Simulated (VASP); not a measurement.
Crystal: BeTe.

```
CELL_PARAMETERS angstrom
0.00000 2.77000 2.77000
2.77000 0.00000 2.77000
2.77000 2.77000 0.00000
ATOMIC_POSITIONS crystal
Te 0.75000 0.75000 0.75000
Be 0.00000 0.00000 0.00000
```

| Quantity | Value |
| --- | --- |
| Program | VASP 6.6.1 |
| Task | relaxation of cell and atoms |
| Functional | PBE |
| Potentials or basis | VASP PAW PBE potentials, release 54 (Te, Be) |
| Cutoff | 600 eV |
| k mesh | 8 × 8 × 8 |
| Occupations | fermi-dirac, width 0.05 eV |
| Spin | no spin polarisation |

At the start: pressure 4.5 GPa; volume 21.25 Å³/atom.

**Question.** How do energy, volume and symmetry change on relaxing?

**Answer.** Over 3 steps the energy falls by 19.8 meV/atom and the volume is 22.76 Å³/atom (+7.1 %); space group F-43m (No. 216, to 0.05 Å).

Step by step:
```tsv
step	energy change (eV)	largest force (eV/Å)	pressure (GPa)	volume (Å³)
1	0.0000	0.0000	4.46	42.51
2	-0.0377	0.0000	-0.86	46.25
3	-0.0396	0.0000	0.02	45.52
```

Final structure:
```
CELL_PARAMETERS angstrom
0.00000 2.83394 2.83394
2.83394 0.00000 2.83394
2.83394 2.83394 0.00000
ATOMIC_POSITIONS crystal
Te 0.75000 0.75000 0.75000
Be 0.00000 0.00000 0.00000
```
